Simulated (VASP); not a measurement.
Wanted: the native input for a VASP 6.6.1 run.

| Property | Result |
| --- | --- |
| Task | relaxation of cell and atoms |
| Functional | PBE |
| Potentials or basis | VASP PAW PBE potentials, release 64 (K_pv, F) |
| Cutoff | 900 eV |
| k mesh | 8 × 8 × 8 |
| Occupations | fermi-dirac, width 0.05 eV |
| Spin | no spin polarisation |
| Further INCAR settings | ALGO = Normal; EDIFF = 1e-07; IBRION = 2; EDIFFG = -0.02; NSW = 60; ISIF = 3 |

The structure of KF lies in POSCAR:

```
KF
1.0
    0.0000000000      2.9763500000      2.9763500000
    2.9763500000      0.0000000000      2.9763500000
    2.9763500000      2.9763500000      0.0000000000
K F
1 1
Direct
    0.7500000000      0.7500000000      0.7500000000
    0.5000000000      0.5000000000      0.5000000000
```

The cell was built by a generator and needn't be a form met in nature.

One way to write it, as run:

INCAR

```
SYSTEM = KF
ALGO = Normal
EDIFF = 1E-7
EDIFFG = -0.02
ENCUT = 900
GGA = PE
IBRION = 2
ISIF = 3
ISMEAR = -1
LASPH = .TRUE.
LCHARG = .FALSE.
LREAL = .FALSE.
LWAVE = .FALSE.
NELM = 80
NSW = 60
PREC = Accurate
SIGMA = 0.05
```

KPOINTS

```
k-points
0
G
  8 8 8
  0 0 0
```

Potentials or basis: VASP PAW PBE potentials, release 64 (K_pv, F).

Command:

```bash
$ cat potpaw_PBE.64/K_pv/POTCAR potpaw_PBE.64/F/POTCAR > POTCAR
$ mpirun -np 1 vasp_std > vasp.out
```

Results of the run:

```
Relaxed volume                         : 27.35 Å³/atom
Relaxed cell                           : a = 4.261 Å, b = 4.261 Å, c = 4.261 Å, α = 60.00°, β = 60.00°, γ = 60.00°
Space group after relaxing (to 0.05 Å) : F-43m (No. 216)
Energy gained by relaxing              : 2.4 meV/atom
Ionic steps                            : 3
Pressure after relaxing                : 0.0 GPa
Band gap on the k mesh                 : 4.94 eV, indirect (least direct gap 5.09 eV)
```

Wall time 83 s on 1 thread of Intel(R) Xeon(R) Platinum 8259CL CPU @ 2.50GHz (Skylake/Cascade Lake), on a shared host, peak memory 0.31 GiB.
